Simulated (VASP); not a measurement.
Wanted: the native input for a VASP 6.6.1 run.

```
Task                               : band structure
Functional                         : HSE06
Potentials or basis                : VASP PAW PBE potentials, release 64 (Cd, Se)
Cutoff                             : 520 eV
k mesh                             : 4 × 4 × 4
Occupations                        : gaussian, width 0.03 eV
Spin                               : spin-orbit coupling, no magnetisation
Grid for exact exchange (PRECFOCK) : Fast
Screening parameter                : 0.2 1/A
Further INCAR settings             : ALGO = Normal; EDIFF = 1e-06; NBANDS = 32
```

The system is CdSe.

```
Cd Se
1.0
     0.00000    3.04621    3.04621
     3.04621    0.00000    3.04621
     3.04621    3.04621    0.00000
Cd Se
1 1
Cartesian
  0.0000 0.0000 0.0000
  4.5693 4.5693 4.5693
```

Measurements of this composition are mostly on another form, of space group No. 186.

These files were run (other wordings do the same):

POSCAR

```
CdSe                                    
1.0
    0.0000000000      3.0462087300      3.0462087300
    3.0462087300      0.0000000000      3.0462087300
    3.0462087300      3.0462087300      0.0000000000
  Cd              Se            
     1     1
Direct
     0.0000000000000000    0.0000000000000000    0.0000000000000000
     0.7500000000000000    0.7500000000000000    0.7500000000000000
```

INCAR.step1

```
SYSTEM = CdSe
  PREC = Accurate
  ENCUT = 520
  EDIFF = 1E-5
  ISMEAR = 0
  SIGMA = 0.03
  LREAL = .FALSE.
  LASPH = .TRUE.
  NELM = 80
  ALGO = Normal
  ISIF = 2
  LWAVE = .TRUE.
  LCHARG = .FALSE.
  MAGMOM = 0 0 0 0 0 0
  LORBIT = 11
  LSORBIT = .TRUE.
  GGA_COMPAT = .FALSE.
  NBANDS = 32
  KPAR = 8
  GGA = PE
```

INCAR.step2

```
SYSTEM = CdSe
  PREC = Accurate
  ENCUT = 520
  EDIFF = 1E-6
  ISMEAR = 0
  SIGMA = 0.03
  LREAL = .FALSE.
  LASPH = .TRUE.
  NELM = 80
  ALGO = Normal
  ISIF = 2
  LWAVE = .FALSE.
  LCHARG = .FALSE.
  MAGMOM = 0 0 0 0 0 0
  LORBIT = 11
  LSORBIT = .TRUE.
  GGA_COMPAT = .FALSE.
  GGA = PE
  LHFCALC = .TRUE.
  HFSCREEN = 0.2
  PRECFOCK = Fast
  NBANDS = 32
  KPAR = 8
  ISTART = 1
```

KPOINTS

```
Automatic mesh
0
G
  4 4 4
  0 0 0
```

KPOINTS_OPT

```
explicit points
9
Reciprocal
 0.0000000000  0.0000000000  0.0000000000 1
 0.3750000000  0.3750000000  0.7500000000 1
 0.5000000000  0.5000000000  0.5000000000 1
 0.6250000000  0.2500000000  0.6250000000 1
 0.5000000000  0.2500000000  0.7500000000 1
 0.5000000000  0.0000000000  0.5000000000 1
 0.4000000000  0.0000000000  0.4000000000 1
 0.4250000000  0.0000000000  0.4250000000 1
 0.4500000000  0.0000000000  0.4500000000 1
```

Potentials or basis: VASP PAW PBE potentials, release 64 (Cd, Se).

Launch:

```bash
$ cat potpaw_PBE.64/Cd/POTCAR potpaw_PBE.64/Se/POTCAR > POTCAR
$ cp INCAR.step1 INCAR
$ mpirun -np 8 vasp_ncl > vasp.out
$ cp INCAR.step2 INCAR
$ mpirun -np 8 vasp_ncl > vasp.out
```

Results of the run:

```yaml
Pressure: 1.7 GPa
Valence_electrons_inside_the_program's_atomic_spheres: Cd 10.32; Se 3.93
```

Caveat: the k mesh is coarse (spacing up to 0.45 Å⁻¹), so the values aren't converged, least of all with exact exchange; the PAW data sets were made with another functional, which shifts forces and pressure a little.

It took 9.1 min on 8 MPI ranks on Intel(R) Xeon(R) Platinum 8259CL CPU @ 2.50GHz (Skylake/Cascade Lake) (shared host), peak memory 0.44 GiB a rank.
